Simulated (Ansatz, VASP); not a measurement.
# P in VASP and in Ansatz

```
CELL_PARAMETERS angstrom
1.64774 -5.46504 0.00000
1.64774 5.46504 0.00000
0.00000 0.00000 4.54364
ATOMIC_POSITIONS crystal
P 0.90414 0.09586 0.58882
P 0.09586 0.90414 0.41118
P 0.59586 0.40414 0.08882
P 0.40414 0.59586 0.91118
```

Alike in both runs: task single point; functional PBE; k mesh 8 × 8 × 6; occupations fermi-dirac, width 0.05 eV; no spin polarisation.

|  | VASP | Ansatz |
| --- | --- | --- |
| version | VASP 6.6.1 | Ansatz 0.2.0 |
| potentials or method | VASP PAW PBE potentials, release 64 (P) | Ansatz PAW |
| plane-wave cutoff (eV) | 520 | 420 |
| valence electrons in the cell | 20 | 20 |

VASP gave:

```
gap on the k mesh at the Fermi level (eV)       : 0.11
least direct gap on the mesh (eV)               : 0.11
pressure (GPa)                                  : 1.7
largest component of the traceless stress (GPa) : 0.18
rms of the force components (eV/Å)              : 0.166
```

Q: Which values does Ansatz return?

A: gap on the k mesh at the Fermi level (eV): 0.10; least direct gap on the mesh (eV): 0.10; pressure (GPa): 2.0; largest component of the traceless stress (GPa): 0.20; rms of the force components (eV/Å): 0.195.

Atom by atom the forces differ by 0.031 eV/Å (rms over components).

A k mesh can miss the band edges. A hybrid or GW would open this gap; PBE tends to underestimate it.
